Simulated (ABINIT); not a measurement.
The system is Bi.

```
Bi
1.0
     2.26750    1.30914    3.93800
    -2.26750    1.30914    3.93800
     0.00000   -2.61828    3.93800
Bi
2
Direct
  0.76600 0.76600 0.76600
  0.23400 0.23400 0.23400
```

Base run:

| Property | Result |
| --- | --- |
| Program | ABINIT 10.8.3 (patched build) |
| Functional | r2SCAN |
| Potentials or basis | JTH PAW PBE v2.0 |
| Cutoff | 707 eV |
| k mesh | 7 × 7 × 7 |
| Occupations | fermi-dirac, width 0.05 eV |
| Spin | no spin polarisation |

Its results: pressure 0.8 GPa; largest force 0.045 eV/Å.

Question: The run is repeated on the same cell with these changes: functional from r2SCAN to AM05. What comes out?

Answer: Pressure -0.5 GPa; largest force 0.102 eV/Å.

Caveats: the PAW data sets were made with another functional, which shifts forces and pressure a little.
